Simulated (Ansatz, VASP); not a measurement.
ZrC in VASP and in Ansatz

The input INCAR:

```
  PREC = Accurate
  ENCUT = 520
  EDIFF = 1E-6
  ISMEAR = 0
  SIGMA = 0.15
  LREAL = F
  LASPH = T
  NELM = 60
  ALGO = Normal
  ISIF = 2
  LWAVE = F
  LCHARG = F
  GGA = PE
  NBANDS = 15
```

The input KPOINTS:

```
regular mesh
0
Gamma
  18 18 18
```

The input POSCAR:

```
ZrC
1.0
    0.0000000000      2.3502100000      2.3502100000
    2.3502100000      0.0000000000      2.3502100000
    2.3502100000      2.3502100000      0.0000000000
Zr C
1 1
Direct
    0.5000000000      0.5000000000      0.5000000000
    0.0000000000      0.0000000000      0.0000000000
```

Input for Ansatz:

```yaml
crystal:
  lattice:
    - [0.0, 2.35021, 2.35021]
    - [2.35021, 0.0, 2.35021]
    - [2.35021, 2.35021, 0.0]
  atoms:
    - { symbol: Zr, position: [0.5, 0.5, 0.5] }
    - { symbol: C, position: [0.0, 0.0, 0.0] }
basis:
  ecutwfc: 420
kpoints:
  mp_grid: { grid: [18, 18, 18] }
hamiltonian:
  xc: pbe
scf:
  occupations: { method: gaussian, width: 0.15 }
output:
  forces: true
  stress: true
  eigenvalues: true
```

Alike in both runs: task single point; functional PBE; k mesh 18 × 18 × 18; occupations gaussian, width 0.15 eV; no spin polarisation.

```csv
,VASP,Ansatz
version,VASP 6.6.1,Ansatz 0.2.0
potentials or method,"VASP PAW PBE potentials, release 64 (Zr_sv, C)","scalar-relativistic, plane waves, PAW"
plane-wave cutoff (eV),520,420
valence electrons in the cell,16,16
```

```csv
,VASP,Ansatz,Ansatz less VASP
gap on the k mesh at the Fermi level (eV),none,none,-
pressure (GPa),1.4,1.2,-0.25
```

A gap of «none» marks a metal or a gap that the smearing closes. The functional is the same, so the differences come from potentials, cutoffs and numerics.
